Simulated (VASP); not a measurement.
# Te (C2/m) in VASP: notebook

Runs on Te. Level: PBE. Tasks: single point.

Everything below comes from runs of VASP 6.6.1. Logs are shortened: lines on timing, memory, paths and dates and some standing lists are left out, and cuts for length are marked.

### Step 1. The crystal as given

It takes space group C2/m (No. 12, monoclinic). Conventional cell: a = 7.641 Å, b = 4.296 Å, c = 5.977 Å, α = 90.00°, β = 90.90°, γ = 90.00°. Around Te (site symmetry 2/m) lie 6 Te at 3.09 to 3.31 Å. Te (site symmetry m) is surrounded by 6 Te at 3.03 to 3.47 Å.

This isn't the form of Te at room conditions, which is trigonal, of chains.

### Step 2. Single point, PBE

The input, INCAR:

```
ADDGRID = F
ALGO = Normal
EDIFF = 0.01
ENCUT = 460
GGA = PE
ISIF = 2
ISMEAR = 0
LASPH = T
LCHARG = F
LREAL = F
LWAVE = F
NBANDS = 16
NELM = 100
PREC = Accurate
SIGMA = 0.05
```

The input, KPOINTS:

```
k-points
0
Gamma
  3 3 2
```

The input, POSCAR:

```
Te
1.0
    3.8202894285     -2.1482026000      0.0000000000
    3.8202894285      2.1482026000      0.0000000000
   -0.0942908673      0.0000000000      5.9760906531
Te
3
Direct
    0.0053760000      0.0030970000      0.0153300000
    0.3128830000      0.3144850000      0.3485460000
    0.7243610000      0.6723340000      0.6509690000
```

Potentials or basis: VASP PAW PBE potentials, release 64 (Te).

Command:

```console
> cat potpaw_PBE.64/Te/POTCAR > POTCAR
> mpirun -np 1 vasp_std > vasp.out
```

OUTCAR:

```text
EDIFF = 0.01
   ENCUT = 460
   GGA = PE
   ISIF = 2
   ISMEAR = 0
   LASPH = T
   LREAL = F
   NELM = 100
   PREC = Accurate

 Found     10 irreducible k-points:

 Following reciprocal coordinates:
            Coordinates               Weight
  0.000000  0.000000  0.000000      1.000000
  0.333333 -0.000000 -0.000000      2.000000
  0.000000 -0.333333  0.000000      2.000000
  0.333333  0.333333  0.000000      2.000000
 -0.333333  0.333333  0.000000      2.000000
  0.000000  0.000000  0.500000      1.000000
   k-points           NKPTS =     10   k-points in BZ     NKDIM =     10   number of bands    NBANDS=     16
   number of dos      NEDOS =    301   number of ions     NIONS =      3
   total plane-waves  NPLWV =  43008
   dimension x,y,z NGX =    32 NGY =   32 NGZ =   42
   dimension x,y,z NGXF=    64 NGYF=   64 NGZF=   84
   ions per type =               3
   NGX,Y,Z   is equivalent  to a cutoff of  12.14, 12.14, 11.68 a.u.
   NGXF,Y,Z  is equivalent  to a cutoff of  24.28, 24.28, 23.36 a.u.
 SYSTEM =  unknown system
   PREC   = accura    normal or accurate (medium, high low for compatibility)
   ISTART =      0    job   : 0-new  1-cont  2-samecut
   ICHARG =      2    charge: 1-file 2-atom 10-const
   ISPIN  =      1    spin polarized calculation?
   LNONCOLLINEAR =      F non collinear calculations
   LSORBIT =      F    spin-orbit coupling
   LASPH  =      T    aspherical Exc in radial PAW
   ENCUT  =  460.0 eV  33.81 Ry    5.81 a.u.   7.66  7.66 10.45*2*pi/ulx,y,z
   NELM   =    100;   NELMIN=  2; NELMDL= -5     # of ELM steps
   EDIFF  = 0.1E-01   stopping-criterion for ELM
   LREAL  =      F    real-space projection
   EDIFFG = 0.1E+00   stopping-criterion for IOM
   NSW    =      0    number of steps for IOM
   IBRION =     -1    ionic relax: 0-MD 1-quasi-New 2-CG
   NFREE  =      0    steps in history (QN), initial steepest desc. (CG)
   ISIF   =      2    stress and relaxation
   ISYM   =      2    0-nonsym 1-usesym 2-fastsym
   POTIM  = 0.5000    time-step for ionic-motion
   TEBEG  =    0.0;   TEEND  =   0.0 temperature during run
   PSTRESS=    0.0 pullay stress
   NELECT =      18.0000    total number of electrons
   NUPDOWN=      -1.0000    fix difference up-down
   EMIN   =  10.00;   EMAX   =-10.00  energy-range for DOS
   EFERMI =   0.00;   METHOD = LEGACY
   ISMEAR =     0;   SIGMA  =   0.05  broadening in eV -4-tet -1-fermi 0-gaus
   EFERMI_NEDOS =   21; number of points for ismear=-14 and -15
   IALGO  =     38    algorithm
   IMIX   =      4    mixing-type and parameters
     AMIX     =   0.40;   BMIX     =  1.00
     AMIX_MAG =   1.60;   BMIX_MAG =  1.00
  volume/ion in A,a.u.               =      32.70       220.64
  Fermi-wavevector in a.u.,A,eV,Ry     =   0.930307  1.758025 11.775440  0.865470
  Thomas-Fermi vector in A             =   2.056681
   LORBIT       =      0    0 simple, 1 ext, 2 COOP (PROOUT), +10 PAW based schemes
   GGA     = PE    functional components
   LHFCALC =     F    Hartree Fock is set to
   AEXX    =    0.0000 exact exchange contribution
   IVDW    =     0    specifies the selected vdW correction
   LEPSILON=     F    determine dielectric tensor
   LRPA    =     F    only Hartree local field effects (RPA)
 non-spin polarized calculation
 Gauss-broadening in eV      SIGMA  =   0.05
  energy-cutoff  :      460.00
  volume of cell :       98.09
 maximum number of plane-waves:      2206
 NGX is ok and might be reduce to    30
   NGX = 15   NGY = 15   NGZ = 21

 number of electron      17.9999999 magnetization

 Free energy of the ion-electron system (eV)
  ---------------------------------------------------
  ext. energy  EPLUGINS =         0.00000000
  ---------------------------------------------------
  free energy    TOTEN  =        -8.98679046 eV

  energy without entropy =       -8.98303373  energy(sigma->0) =       -8.98491210

 E-fermi :   6.5730     XC(G=0):  -9.2698

 val. band max:        6.1742155457   @ k =  -0.3333   0.3333   0.5000
 cond. band min:       6.5770379935   @ k =  -0.3333   0.3333   0.5000
 fundamental gap:      0.4028224478
 Fermi energy:         6.5730011667

 k-point     1 :       0.0000    0.0000    0.0000
  band No.  band energies     occupation
      1      -7.3425      2.00000
      2      -4.1379      2.00000
      3      -3.7066      2.00000
      4       3.3636      2.00000
      5       3.6985      2.00000
      6       4.3028      2.00000
[... 8 lines left out ...]
     15      12.5022      0.00000
     16      12.6751      0.00000

 k-point     2 :       0.3333   -0.0000   -0.0000
  band No.  band energies     occupation
      1      -6.4448      2.00000
      2      -4.3849      2.00000
      3      -3.8212      2.00000
      4       1.3155      2.00000
      5       2.1748      2.00000
      6       2.6371      2.00000
[... 8 lines left out ...]
     15      13.3295      0.00000
     16      14.7205      0.00000

 k-point     3 :       0.0000   -0.3333    0.0000
  band No.  band energies     occupation
      1      -6.4524      2.00000
      2      -4.4727      2.00000
      3      -3.6999      2.00000
      4       1.4414      2.00000
      5       2.0208      2.00000
      6       2.6713      2.00000
[... 8 lines left out ...]
     15      13.3864      0.00000
     16      14.4072      0.00000

 k-point     4 :       0.3333    0.3333    0.0000
  band No.  band energies     occupation
      1      -6.6030      2.00000
      2      -4.3517      2.00000
      3      -3.6693      2.00000
      4       1.4675      2.00000
      5       2.1698      2.00000
      6       2.5502      2.00000
[... 8 lines left out ...]
     15      13.6124      0.00000
     16      14.7966      0.00000

 k-point     5 :      -0.3333    0.3333    0.0000
  band No.  band energies     occupation
      1      -5.5701      2.00000
      2      -4.7870      2.00000
      3      -4.2370      2.00000
      4       1.9345      2.00000
      5       2.1969      2.00000
      6       2.6585      2.00000
[... 8 lines left out ...]
     15      12.0200      0.00000
     16      15.1327      0.00000

 k-point     6 :       0.0000    0.0000    0.5000
  band No.  band energies     occupation
      1      -6.8529      2.00000
      2      -5.9039      2.00000
      3      -1.8568      2.00000
      4       2.6576      2.00000
      5       3.4641      2.00000
      6       3.8880      2.00000
[... 8 lines left out ...]
     15      11.4993      0.00000
     16      13.4756      0.00000

 [... further k-points ...]

------------------------ aborting loop because EDIFF is reached ----------------------------------------

  FORCE on cell =-STRESS in cart. coord.  units (eV):
  Direction    XX          YY          ZZ          XY          YZ          ZX
  --------------------------------------------------------------------------------------
  -------------------------------------------------------------------------------------
  Total        1.1257812      2.3596731     -0.0519475      0.1698745      0.0084015     -0.8316430
  in kB       18.3884832     38.5428428     -0.8485092      2.7747261      0.1372297    -13.5840360
  external PRESSURE =      18.6942723 kB  Pullay stress =       0.0000000 kB

 VOLUME and BASIS-vectors are now :
 -----------------------------------------------------------------------------
  energy-cutoff  :      460.00
  volume of cell :       98.09
      direct lattice vectors                 reciprocal lattice vectors
     3.820289429 -2.148202600  0.000000000     0.130880136 -0.232752721  0.002065029
     3.820289429  2.148202600  0.000000000     0.130880136  0.232752721  0.002065029
    -0.094290867  0.000000000  5.976090653     0.000000000  0.000000000  0.167333472

 POSITION                                       TOTAL-FORCE (eV/Angst)
 -----------------------------------------------------------------------------------
      0.03092     -0.00490      0.09161         0.096455     -0.054337      0.156904
      2.36386      0.00344      2.08294        -0.236142      0.201651     -0.162135
      5.27440     -0.11176      3.89025         0.139687     -0.147314      0.005231
 -----------------------------------------------------------------------------------
    total drift:                                0.009489      0.000733     -0.001627

  FREE ENERGIE OF THE ION-ELECTRON SYSTEM (eV)
  ---------------------------------------------------
  free  energy   TOTEN  =        -8.9867904584 eV

  energy  without entropy=       -8.9830337338  energy(sigma->0) =       -8.98491210
```

OSZICAR:

```text
N       E                     dE             d eps       ncg     rms          rms(c)
DAV:   1     0.616510980973E+02    0.61651E+02   -0.58370E+03   320   0.791E+02
DAV:   2    -0.541563606228E+01   -0.67067E+02   -0.64100E+02   432   0.127E+02
DAV:   3    -0.896868726672E+01   -0.35531E+01   -0.35237E+01   384   0.318E+01
DAV:   4    -0.902701296322E+01   -0.58326E-01   -0.58316E-01   480   0.487E+00
DAV:   5    -0.902778544061E+01   -0.77248E-03   -0.77247E-03   368   0.483E-01    0.127E+01
DAV:   6    -0.898523926644E+01    0.42546E-01   -0.95506E-02   400   0.172E+00    0.790E+00
DAV:   7    -0.898679045839E+01   -0.15512E-02   -0.51774E-02   384   0.123E+00
   1 F= -.89867905E+01 E0= -.89849121E+01  d E =-.375672E-02
```

stdout:

```text
POSCAR found type information on POSCAR Te
 POSCAR found :  1 types and       3 ions
 scaLAPACK will be used
 LDA part: xc-table for (Slater+PW92), standard interpolation
 POSCAR, INCAR and KPOINTS ok, starting setup
 FFT: planning ... GRIDC
 FFT: planning ... GRID_SOFT
 FFT: planning ... GRID
 WAVECAR not read
 entering main loop
```

Run time: 6.7 s. Hardware: 1 thread of AMD EPYC 7R13 (Zen 3), shared host; peak memory 0.15 GiB.

The run converged, but some of its settings lie outside the range that counts as converged, so its numbers aren't taken as properties of the crystal.

What came out:

* Free energy: -8.9868 eV
* Pressure: 1.9 GPa
* Largest force: 0.350 eV/Å
* Band gap on the k mesh: none (metal or under the smearing width)

Caveat: the k mesh is coarse (spacing up to 0.56 Å⁻¹), so the values aren't converged.

### Step 3. Single point, PBE

Changes to INCAR since step 2:

```diff
@@ -2,3 +2,3 @@
 ALGO = Normal
-EDIFF = 0.01
+EDIFF = 0.001
 ENCUT = 460
```

KPOINTS is that of step 2.

The input, POSCAR:

```
Te
1.0
    3.8202894285     -2.1482026000      0.0000000000
    3.8202894285      2.1482026000      0.0000000000
   -0.0942908673      0.0000000000      5.9760906531
Te
3
Direct
    0.0000000000      0.0000000000      0.0000000000
    0.3094466100      0.3094466100      0.3388094900
    0.6905533900      0.6905533900      0.6611905100
```

Potentials or basis: VASP PAW PBE potentials, release 64 (Te).

Command:

```console
> cat potpaw_PBE.64/Te/POTCAR > POTCAR
> mpirun -np 1 vasp_std > vasp.out
```

Wall time 6.7 s (1 thread of AMD EPYC 7R13 (Zen 3), shared host); peak memory 0.15 GiB.

These settings aren't checked as converged: the numbers below hold their error.

Results:

| Item | Value |
| --- | --- |
| Free energy | -8.9569 eV |
| Pressure | 1.5 GPa |
| Largest force | 0.342 eV/Å |
| Band gap on the k mesh | none (metal or under the smearing width) |

Caveat: the k mesh is coarse (spacing up to 0.56 Å⁻¹), so the values aren't converged.

### Step 4. For comparison

An earlier run on the cell as given: functional PBE; potentials or basis VASP PAW PBE potentials, release 64 (Te); cutoff 520 eV; k mesh 7 × 7 × 5; occupations fermi-dirac, width 0.05 eV; no spin polarisation.

- Pressure: 0.6 GPa
- Largest force: 0.110 eV/Å
- Band gap on the k mesh: 0.03 eV, indirect (least direct gap 0.20 eV)
